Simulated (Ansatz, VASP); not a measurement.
## WC in VASP and in Ansatz

```
CELL_PARAMETERS angstrom
2.90050 0.00000 0.00000
-1.45025 2.51191 0.00000
0.00000 0.00000 2.82900
ATOMIC_POSITIONS crystal
W 0.00000 0.00000 0.00000
C 0.66667 0.33333 0.50000
```

Alike in both runs: task single point; functional PBEsol; k mesh 21 × 21 × 18; occupations gaussian, width 0.15 eV; no spin polarisation.

```csv
,VASP,Ansatz
version,VASP 6.6.1,Ansatz 0.2.0
potentials or method,"VASP PAW PBE potentials, release 64 (W_sv, C)","scalar-relativistic, plane waves, PAW"
plane-wave cutoff (eV),520,420
valence electrons in the cell,18,18
```

|  | VASP | Ansatz | Ansatz less VASP |
| --- | --- | --- | --- |
| gap on the k mesh at the Fermi level (eV) | none | none | - |
| pressure (GPa) | 0.5 | -0.7 | -1.29 |
| largest component of the traceless stress (GPa) | 0.07 | 0.16 | +0.083 |

A gap of «none» marks a metal or a gap that the smearing closes.

Caveats: the PAW data sets were made with another functional, which shifts forces and pressure a little (VASP). The runs have no spin-orbit coupling, so splittings on W are missing.
